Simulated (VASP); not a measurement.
# Ni (Fd-3m) in VASP: notebook

Runs on Ni. Level: RPBE. Tasks: single point.

All numbers are computed with VASP 6.6.1; they aren't measurements. Logs are shortened: lines on timing, memory, paths and dates and some standing lists are left out, and cuts for length are marked.

### Step 1. The structure

The structure is cubic, space group Fd-3m (No. 227). The conventional cell has a = 5.161 Å, b = 5.161 Å, c = 5.161 Å, α = 90.00°, β = 90.00°, γ = 90.00°. Around Ni (site symmetry -43m) lie 4 Ni at 2.23 Å.

This isn't the form of Ni at room conditions, which is fcc.

### Step 2. Single point, RPBE

The input, INCAR:

```
PREC = Accurate ; ENCUT = 520
EDIFF = 1E-6 ; ISMEAR = -1
SIGMA = 0.1 ; LREAL = F
LASPH = T ; NELM = 60
ALGO = Normal ; ISIF = 2
LWAVE = F ; LCHARG = F
GGA = RP ; NBANDS = 17
```

The input, KPOINTS:

```
regular mesh
0
Gamma
  17 17 17
```

The input, POSCAR:

```
Ni
1.0
    0.0000000000      2.5803693435      2.5803693435
    2.5803693435      0.0000000000      2.5803693435
    2.5803693435      2.5803693435      0.0000000000
Ni
2
Direct
    0.1250000000      0.1250000000      0.1250000000
    0.8750000000      0.8750000000      0.8750000000
```

Potentials or basis: VASP PAW PBE potentials, release 64 (Ni).

Run with:

```
$ cat potpaw_PBE.64/Ni/POTCAR > POTCAR
$ mpirun -np 1 vasp_std > vasp.out
```

OUTCAR:

```text
PREC = Accurate
   ENCUT = 520
   EDIFF = 1E-6
   ISMEAR = -1
   LREAL = F
   LASPH = T
   NELM = 60
   ISIF = 2
   GGA = RP

 ion  position               nearest neighbor table
   1  0.125  0.125  0.125-   2 2.23   2 2.23   2 2.23   2 2.23
   2  0.875  0.875  0.875-   1 2.23   1 2.23   1 2.23   1 2.23

  LATTYP: Found a face centered cubic cell.
 ALAT       =     5.1607386870

  Lattice vectors:

 A1 = (   0.0000000000,   2.5803693435,   2.5803693435)
 A2 = (   2.5803693435,   0.0000000000,   2.5803693435)
 A3 = (   2.5803693435,   2.5803693435,   0.0000000000)

Analysis of symmetry for initial positions (statically):
=====================================================================
 Subroutine PRICEL returns:
 Original cell was already a primitive cell.

 Routine SETGRP: Setting up the symmetry group for a
 face centered cubic supercell.

 Subroutine GETGRP returns: Found 48 space group operations
 (whereof 12 operations were pure point group operations)
 out of a pool of 48 trial point group operations.

The static configuration has the point symmetry D_3d.
 The point group associated with its full space group is O_h .

Analysis of symmetry for dynamics (positions and initial velocities):
=====================================================================
 Subroutine PRICEL returns:
 Original cell was already a primitive cell.

 Routine SETGRP: Setting up the symmetry group for a
 face centered cubic supercell.

 Subroutine GETGRP returns: Found 48 space group operations
 (whereof 12 operations were pure point group operations)
 out of a pool of 48 trial point group operations.

The dynamic configuration has the point symmetry D_3d.
 The point group associated with its full space group is O_h .

 Subroutine INISYM returns: Found 48 space group operations
 (whereof 12 operations are pure point group operations),
 and found     1 'primitive' translations

----------------------------------------------------------------------------------------

                                     Primitive cell

  volume of cell :      34.3618

  direct lattice vectors                    reciprocal lattice vectors
     0.000000000  2.580369344  2.580369344    -0.193770710  0.193770710  0.193770710
     2.580369344  0.000000000  2.580369344     0.193770710 -0.193770710  0.193770710
     2.580369344  2.580369344  0.000000000     0.193770710  0.193770710 -0.193770710

  length of vectors
     3.649193322  3.649193322  3.649193322     0.335620715  0.335620715  0.335620715

  position of ions in fractional coordinates (direct lattice)
     0.125000000  0.125000000  0.125000000
     0.875000000  0.875000000  0.875000000

  ion indices of the primitive-cell ions
   primitive index   ion index
                 1           1
                 2           2

----------------------------------------------------------------------------------------

 KPOINTS: regular mesh

Automatic generation of k-mesh.
 Grid dimensions read from file:
 generate k-points for:   17   17   17

 Generating k-lattice:

  Cartesian coordinates                     Fractional coordinates (reciprocal lattice)
    -0.011398277  0.011398277  0.011398277     0.058823529  0.000000000  0.000000000
     0.011398277 -0.011398277  0.011398277     0.000000000  0.058823529  0.000000000
     0.011398277  0.011398277 -0.011398277     0.000000000  0.000000000  0.058823529

  Length of vectors
     0.019742395  0.019742395  0.019742395

  Shift w.r.t. Gamma in fractional coordinates (k-lattice)
     0.000000000  0.000000000  0.000000000

 Subroutine IBZKPT returns following result:
 ===========================================

 Found    165 irreducible k-points:

 Following reciprocal coordinates:
            Coordinates               Weight
  0.000000  0.000000  0.000000      1.000000
  0.058824  0.000000  0.000000      8.000000
  0.117647  0.000000  0.000000      8.000000
  0.176471  0.000000  0.000000      8.000000
  0.235294  0.000000  0.000000      8.000000
  0.294118  0.000000  0.000000      8.000000
[... 16 lines left out ...]
 -0.176471  0.058824  0.000000     24.000000
 -0.117647  0.058824  0.000000     24.000000
 [... further k-points ...]
   k-points           NKPTS =    165   k-points in BZ     NKDIM =    165   number of bands    NBANDS=     17
   number of dos      NEDOS =    301   number of ions     NIONS =      2
   total plane-waves  NPLWV =  21952
   dimension x,y,z NGX =    28 NGY =   28 NGZ =   28
   dimension x,y,z NGXF=    56 NGYF=   56 NGZF=   56
   ions per type =               2
   NGX,Y,Z   is equivalent  to a cutoff of  12.76, 12.76, 12.76 a.u.
   NGXF,Y,Z  is equivalent  to a cutoff of  25.51, 25.51, 25.51 a.u.
 SYSTEM =  unknown system
   PREC   = accura    normal or accurate (medium, high low for compatibility)
   ISTART =      0    job   : 0-new  1-cont  2-samecut
   ICHARG =      2    charge: 1-file 2-atom 10-const
   ISPIN  =      1    spin polarized calculation?
   LNONCOLLINEAR =      F non collinear calculations
   LSORBIT =      F    spin-orbit coupling
   LASPH  =      T    aspherical Exc in radial PAW
   ENCUT  =  520.0 eV  38.22 Ry    6.18 a.u.   6.79  6.79  6.79*2*pi/ulx,y,z
   NELM   =     60;   NELMIN=  2; NELMDL= -5     # of ELM steps
   EDIFF  = 0.1E-05   stopping-criterion for ELM
   LREAL  =      F    real-space projection
   EDIFFG = 0.1E-04   stopping-criterion for IOM
   NSW    =      0    number of steps for IOM
   IBRION =     -1    ionic relax: 0-MD 1-quasi-New 2-CG
   NFREE  =      0    steps in history (QN), initial steepest desc. (CG)
   ISIF   =      2    stress and relaxation
   ISYM   =      2    0-nonsym 1-usesym 2-fastsym
   POTIM  = 0.5000    time-step for ionic-motion
   TEBEG  =    0.0;   TEEND  =   0.0 temperature during run
   PSTRESS=    0.0 pullay stress
   NELECT =      20.0000    total number of electrons
   NUPDOWN=      -1.0000    fix difference up-down
   EMIN   =  10.00;   EMAX   =-10.00  energy-range for DOS
   EFERMI =   0.00;   METHOD = LEGACY
   ISMEAR =    -1;   SIGMA  =   0.10  broadening in eV -4-tet -1-fermi 0-gaus
   EFERMI_NEDOS =   21; number of points for ismear=-14 and -15
   IALGO  =     38    algorithm
   IMIX   =      4    mixing-type and parameters
     AMIX     =   0.40;   BMIX     =  1.00
     AMIX_MAG =   1.60;   BMIX_MAG =  1.00
  volume/ion in A,a.u.               =      17.18       115.94
  Fermi-wavevector in a.u.,A,eV,Ry     =   1.366867  2.583004 25.420114  1.868326
  Thomas-Fermi vector in A             =   2.492970
   LORBIT       =      0    0 simple, 1 ext, 2 COOP (PROOUT), +10 PAW based schemes
   GGA     = RP    functional components
   LHFCALC =     F    Hartree Fock is set to
   AEXX    =    0.0000 exact exchange contribution
   IVDW    =     0    specifies the selected vdW correction
   LEPSILON=     F    determine dielectric tensor
   LRPA    =     F    only Hartree local field effects (RPA)
 non-spin polarized calculation
  energy-cutoff  :      520.00
  volume of cell :       34.36
 maximum number of plane-waves:       941
   NGX = 13   NGY = 13   NGZ = 13

 number of electron      20.0000021 magnetization

 Free energy of the ion-electron system (eV)
  ---------------------------------------------------
  ext. energy  EPLUGINS =         0.00000000
  ---------------------------------------------------
  free energy    TOTEN  =        -7.56737269 eV

  energy without entropy =       -7.34818201  energy(sigma->0) =       -7.45777735

 E-fermi :   4.3305     XC(G=0): -10.3324

 val. band max:        4.3295887323   @ k =  -0.2941   0.3529   0.1176
 cond. band min:       4.3325936933   @ k =  -0.2353   0.1765   0.0588
 fundamental gap:      0.0030049611
 Fermi energy:         4.3304755567

 k-point     1 :       0.0000    0.0000    0.0000
  band No.  band energies     occupation
      1      -1.8356      2.00000
      2       1.8986      2.00000
      3       1.8986      2.00000
      4       1.9332      2.00000
      5       1.9332      2.00000
      6       1.9332      2.00000
[... 9 lines left out ...]
     16      16.5245      0.00000
     17      16.5245      0.00000

 k-point     2 :       0.0588    0.0000    0.0000
  band No.  band energies     occupation
      1      -1.7754      2.00000
      2       1.8387      2.00000
      3       1.8387      2.00000
      4       1.9352      2.00000
      5       2.0052      2.00000
      6       2.0052      2.00000
[... 9 lines left out ...]
     16      17.0141      0.00000
     17      17.1743      0.00000

 k-point     3 :       0.1176    0.0000    0.0000
  band No.  band energies     occupation
      1      -1.5962      2.00000
      2       1.7834      2.00000
      3       1.7834      2.00000
      4       1.9426      2.00000
      5       2.0930      2.00000
      6       2.0930      2.00000
[... 9 lines left out ...]
     16      17.6989      0.00000
     17      17.6989      0.00000

 k-point     4 :       0.1765    0.0000    0.0000
  band No.  band energies     occupation
      1      -1.3030      2.00000
      2       1.7507      2.00000
      3       1.7507      2.00000
      4       1.9578      2.00000
      5       2.1673      2.00000
      6       2.1673      2.00000
[... 9 lines left out ...]
     16      18.1354      0.00000
     17      18.1355      0.00000
[... 343 lines left out ...]
      1      -0.7035      2.00000
      2       1.6807      2.00000
      3       1.8106      2.00000
      4       1.9873      2.00000
      5       2.1675      2.00000
      6       2.2871      2.00000
[... 9 lines left out ...]
     16      17.4298      0.00000
     17      18.0248      0.00000

 k-point    23 :      -0.1765    0.0588    0.0000
  band No.  band energies     occupation
      1      -1.1297      2.00000
      2       1.6827      2.00000
      3       1.8057      2.00000
      4       1.9649      2.00000
      5       2.1449      2.00000
      6       2.2482      2.00000
[... 9 lines left out ...]
     16      17.5111      0.00000
     17      18.3098      0.00000

 k-point    24 :      -0.1176    0.0588    0.0000
  band No.  band energies     occupation
      1      -1.4580      2.00000
      2       1.7110      2.00000
      3       1.8198      2.00000
      4       1.9510      2.00000
      5       2.0888      2.00000
      6       2.1768      2.00000
[... 9 lines left out ...]
     16      17.5348      0.00000
     17      18.3381      0.00000

 [... further k-points ...]

------------------------ aborting loop because EDIFF is reached ----------------------------------------

  FORCE on cell =-STRESS in cart. coord.  units (eV):
  Direction    XX          YY          ZZ          XY          YZ          ZX
  --------------------------------------------------------------------------------------
  -------------------------------------------------------------------------------------
  Total        0.0206528      0.0206528      0.0206528      0.0000000      0.0000000      0.0000000
  in kB        0.9629730      0.9629730      0.9629730      0.0000000      0.0000000      0.0000000
  external PRESSURE =       0.9629730 kB  Pullay stress =       0.0000000 kB

 VOLUME and BASIS-vectors are now :
 -----------------------------------------------------------------------------
  energy-cutoff  :      520.00
  volume of cell :       34.36
      direct lattice vectors                 reciprocal lattice vectors
     0.000000000  2.580369344  2.580369344    -0.193770710  0.193770710  0.193770710
     2.580369344  0.000000000  2.580369344     0.193770710 -0.193770710  0.193770710
     2.580369344  2.580369344  0.000000000     0.193770710  0.193770710 -0.193770710

 POSITION                                       TOTAL-FORCE (eV/Angst)
 -----------------------------------------------------------------------------------
      0.64509      0.64509      0.64509        -0.000000     -0.000000      0.000000
      4.51565      4.51565      4.51565         0.000000      0.000000     -0.000000
 -----------------------------------------------------------------------------------
    total drift:                                0.000000      0.000000     -0.000000

  FREE ENERGIE OF THE ION-ELECTRON SYSTEM (eV)
  ---------------------------------------------------
  free  energy   TOTEN  =        -7.5673726942 eV

  energy  without entropy=       -7.3481820135  energy(sigma->0) =       -7.45777735
```

Wall time 43 s (1 thread of Intel Xeon Platinum 8488C (Sapphire Rapids), shared host); peak memory 0.21 GiB.

What came out:

```yaml
Free_energy: -7.5674 eV
Pressure: 0.1 GPa
Band_gap_on_the_k_mesh: none (metal or under the smearing width)
```

Caveat: the PAW data sets were made with another functional, which shifts forces and pressure a little; the run has no spin polarisation, though such a crystal can be magnetic. Spin polarisation is off, so any magnetic state and its effect on volume and gap are missing.

### Step 3. Single point, RPBE

This run uses another cell than the first one, of 15.12 Å³/atom, 0.880 times its volume.

The input, INCAR:

```
PREC = Accurate
ENCUT = 520
EDIFF = 1E-6
ISMEAR = -1
SIGMA = 0.1
LREAL = F
LASPH = T
NELM = 100
ALGO = Normal
ISIF = 2
LWAVE = F
LCHARG = F
GGA = RP
NBANDS = 17
```

The input, KPOINTS:

```
Automatic mesh
0
Gamma
  12 12 12
```

The input, POSCAR:

```
Ni
1.0
    0.0000000000      2.4727265822      2.4727265822
    2.4727265822      0.0000000000      2.4727265822
    2.4727265822      2.4727265822      0.0000000000
Ni
2
Direct
    0.1250000000      0.1250000000      0.1250000000
    0.8750000000      0.8750000000      0.8750000000
```

Potentials or basis: VASP PAW PBE potentials, release 64 (Ni).

Run with:

```
$ cat potpaw_PBE.64/Ni/POTCAR > POTCAR
$ mpirun -np 1 vasp_std > vasp.out
```

OUTCAR:

```text
PREC = Accurate
   ENCUT = 520
   EDIFF = 1E-6
   ISMEAR = -1
   LREAL = F
   LASPH = T
   NELM = 100
   ISIF = 2
   GGA = RP

 ion  position               nearest neighbor table
   1  0.125  0.125  0.125-   2 2.14   2 2.14   2 2.14   2 2.14
   2  0.875  0.875  0.875-   1 2.14   1 2.14   1 2.14   1 2.14

  LATTYP: Found a face centered cubic cell.
 ALAT       =     4.9454531644

  Lattice vectors:

 A1 = (   0.0000000000,   2.4727265822,   2.4727265822)
 A2 = (   2.4727265822,   0.0000000000,   2.4727265822)
 A3 = (   2.4727265822,   2.4727265822,   0.0000000000)

Analysis of symmetry for initial positions (statically):
=====================================================================
 Subroutine PRICEL returns:
 Original cell was already a primitive cell.

 Routine SETGRP: Setting up the symmetry group for a
 face centered cubic supercell.

 Subroutine GETGRP returns: Found 48 space group operations
 (whereof 12 operations were pure point group operations)
 out of a pool of 48 trial point group operations.

The static configuration has the point symmetry D_3d.
 The point group associated with its full space group is O_h .

Analysis of symmetry for dynamics (positions and initial velocities):
=====================================================================
 Subroutine PRICEL returns:
 Original cell was already a primitive cell.

 Routine SETGRP: Setting up the symmetry group for a
 face centered cubic supercell.

 Subroutine GETGRP returns: Found 48 space group operations
 (whereof 12 operations were pure point group operations)
 out of a pool of 48 trial point group operations.

The dynamic configuration has the point symmetry D_3d.
 The point group associated with its full space group is O_h .

 Subroutine INISYM returns: Found 48 space group operations
 (whereof 12 operations are pure point group operations),
 and found     1 'primitive' translations

[... 111 lines left out ...]
   IALGO  =     38    algorithm
   IMIX   =      4    mixing-type and parameters
     AMIX     =   0.40;   BMIX     =  1.00
     AMIX_MAG =   1.60;   BMIX_MAG =  1.00
  volume/ion in A,a.u.               =      15.12       102.03
  Fermi-wavevector in a.u.,A,eV,Ry     =   1.426370  2.695448 27.681463  2.034530
  Thomas-Fermi vector in A             =   2.546654
   LORBIT       =      0    0 simple, 1 ext, 2 COOP (PROOUT), +10 PAW based schemes
   GGA     = RP    functional components
   LHFCALC =     F    Hartree Fock is set to
   AEXX    =    0.0000 exact exchange contribution
   IVDW    =     0    specifies the selected vdW correction
   LEPSILON=     F    determine dielectric tensor
   LRPA    =     F    only Hartree local field effects (RPA)
 non-spin polarized calculation
  energy-cutoff  :      520.00
  volume of cell :       30.24
 maximum number of plane-waves:       869
 NGX is ok and might be reduce to    28
   NGX = 13   NGY = 13   NGZ = 13

 number of electron      20.0000020 magnetization

 Free energy of the ion-electron system (eV)
  ---------------------------------------------------
  ext. energy  EPLUGINS =         0.00000000
  ---------------------------------------------------
  free energy    TOTEN  =        -7.41050022 eV

  energy without entropy =       -7.20820117  energy(sigma->0) =       -7.30935070

 E-fermi :   5.6077     XC(G=0): -10.9953

 val. band max:        5.5997784177   @ k =  -0.3333   0.4167   0.0833
 cond. band min:       5.6098173746   @ k =  -0.4167   0.4167   0.0833
 fundamental gap:      0.0100389569
 Fermi energy:         5.6076545985

 k-point     1 :       0.0000    0.0000    0.0000
  band No.  band energies     occupation
      1      -1.2439      2.00000
      2       2.6944      2.00000
      3       2.6944      2.00000
      4       2.7821      2.00000
      5       2.7821      2.00000
      6       2.7821      2.00000
[... 457 lines left out ...]
      4       2.7468      2.00000
      5       3.1192      2.00000
      6       3.2503      2.00000
[... 9 lines left out ...]
     16      20.8358      0.00000
     17      21.8379      0.00000

 [... further k-points ...]

------------------------ aborting loop because EDIFF is reached ----------------------------------------

  FORCE on cell =-STRESS in cart. coord.  units (eV):
  Direction    XX          YY          ZZ          XY          YZ          ZX
  --------------------------------------------------------------------------------------
  -------------------------------------------------------------------------------------
  Total        2.5847535      2.5847535      2.5847535      0.0000000      0.0000000      0.0000000
  in kB      136.9529627    136.9529627    136.9529627      0.0000000      0.0000000      0.0000000
  external PRESSURE =     136.9529627 kB  Pullay stress =       0.0000000 kB

 VOLUME and BASIS-vectors are now :
 -----------------------------------------------------------------------------
  energy-cutoff  :      520.00
  volume of cell :       30.24
      direct lattice vectors                 reciprocal lattice vectors
     0.000000000  2.472726582  2.472726582    -0.202205939  0.202205939  0.202205939
     2.472726582  0.000000000  2.472726582     0.202205939 -0.202205939  0.202205939
     2.472726582  2.472726582  0.000000000     0.202205939  0.202205939 -0.202205939

 POSITION                                       TOTAL-FORCE (eV/Angst)
 -----------------------------------------------------------------------------------
      0.61818      0.61818      0.61818         0.000000      0.000000      0.000000
      4.32727      4.32727      4.32727        -0.000000     -0.000000     -0.000000
 -----------------------------------------------------------------------------------
    total drift:                                0.000000      0.000000     -0.000000

  FREE ENERGIE OF THE ION-ELECTRON SYSTEM (eV)
  ---------------------------------------------------
  free  energy   TOTEN  =        -7.4105002246 eV

  energy  without entropy=       -7.2082011684  energy(sigma->0) =       -7.30935070
```

stdout:

```text
POSCAR found type information on POSCAR Ni
 POSCAR found :  1 types and       2 ions
 scaLAPACK will be used
 -----------------------------------------------------------------------------
|                                                                             |
|                                                                             |
|     You enforced a specific xc type in the INCAR file but a different       |
|     I HOPE YOU KNOW WHAT YOU ARE DOING!                                     |
|                                                                             |
 -----------------------------------------------------------------------------

 LDA part: xc-table for (Slater+PW92), standard interpolation
 POSCAR, INCAR and KPOINTS ok, starting setup
 FFT: planning ... GRIDC
 FFT: planning ... GRID_SOFT
 FFT: planning ... GRID
 WAVECAR not read
 entering main loop
```

Wall time 20 s (1 thread of Intel Xeon Platinum 8488C (Sapphire Rapids), shared host); peak memory 0.17 GiB.

Results:

```yaml
Free_energy: -7.4105 eV
Pressure: 13.7 GPa
Band_gap_on_the_k_mesh: none (metal or under the smearing width)
```

Caveat: the PAW data sets were made with another functional, which shifts forces and pressure a little; the run has no spin polarisation, though such a crystal can be magnetic.
